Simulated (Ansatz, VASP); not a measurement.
Mg in VASP and in Ansatz

```
Mg
1.0
    -1.78996    1.78996    1.78996
     1.78996   -1.78996    1.78996
     1.78996    1.78996   -1.78996
Mg
1
Direct
  0.00000 0.00000 0.00000
```

Alike in both runs: task single point; functional PBE; k mesh 16 × 16 × 16; occupations gaussian, width 0.05 eV; no spin polarisation.

```csv
,VASP,Ansatz
version,VASP 6.6.1,Ansatz 0.2.0
potentials or method,"VASP PAW PBE potentials, release 64 (Mg)","scalar-relativistic, plane waves, PAW"
plane-wave cutoff (eV),520,420
valence electrons in the cell,2,10
```

|  | VASP | Ansatz | Ansatz less VASP |
| --- | --- | --- | --- |
| gap on the k mesh at the Fermi level (eV) | none | none | - |
| pressure (GPa) | -0.1 | 0.0 | +0.13 |

A gap of «none» marks a metal or a gap that the smearing closes. The two sets of potentials don't hold the same shells in valence.
